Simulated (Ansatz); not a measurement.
**Pressure against volume: N**

```
N
1.0
     3.62900    0.00000    0.00000
    -1.81450    3.14281    0.00000
     0.00000    0.00000    5.89000
N
2
Direct
  0.33333 0.66667 0.25000
  0.66667 0.33333 0.75000
```

The geometry is COD entry 1539196, unchecked; take it as a test cell.

All numbers are computed: DFT, PBE, all-electron LAPW, scalar-relativistic (Ansatz 0.2.0); DFT, PBE, PAW with Ansatz's default frozen-core files, scalar-relativistic (Ansatz 0.2.0).

For LAPW: a Γ-centred 10×10×5 k mesh, Fermi–Dirac smearing of 0.02 eV, basis error target 0.5 meV/atom, no spin polarisation. PAW takes a cutoff of 420 eV at this cell. The Ansatz runs share mesh, smearing and spin set-up. Plane-wave (PAW) pressures include the program's estimate of the Pulay term.

The cell above is scaled evenly, with fractional coordinates and shape held.

```json
{"V/V(cell)": "0.9500", "V (Å³/atom)": "31.909", "P, LAPW (GPa)": "-8.05", "P, PAW (GPa)": "-8.03", "free energy over the lowest listed, PAW (meV/atom)": "0.0"}
{"V/V(cell)": "0.9750", "V (Å³/atom)": "32.749", "P, LAPW (GPa)": "-7.62", "P, PAW (GPa)": "-7.60", "free energy over the lowest listed, PAW (meV/atom)": "40.9"}
{"V/V(cell)": "1.0000", "V (Å³/atom)": "33.588", "P, LAPW (GPa)": "-7.21", "P, PAW (GPa)": "-7.20", "free energy over the lowest listed, PAW (meV/atom)": "79.8"}
{"V/V(cell)": "1.0250", "V (Å³/atom)": "34.428", "P, LAPW (GPa)": "-6.83", "P, PAW (GPa)": "-6.83", "free energy over the lowest listed, PAW (meV/atom)": "116.5"}
{"V/V(cell)": "1.0500", "V (Å³/atom)": "35.268", "P, LAPW (GPa)": "-6.48", "P, PAW (GPa)": "-6.48", "free energy over the lowest listed, PAW (meV/atom)": "151.3"}
```
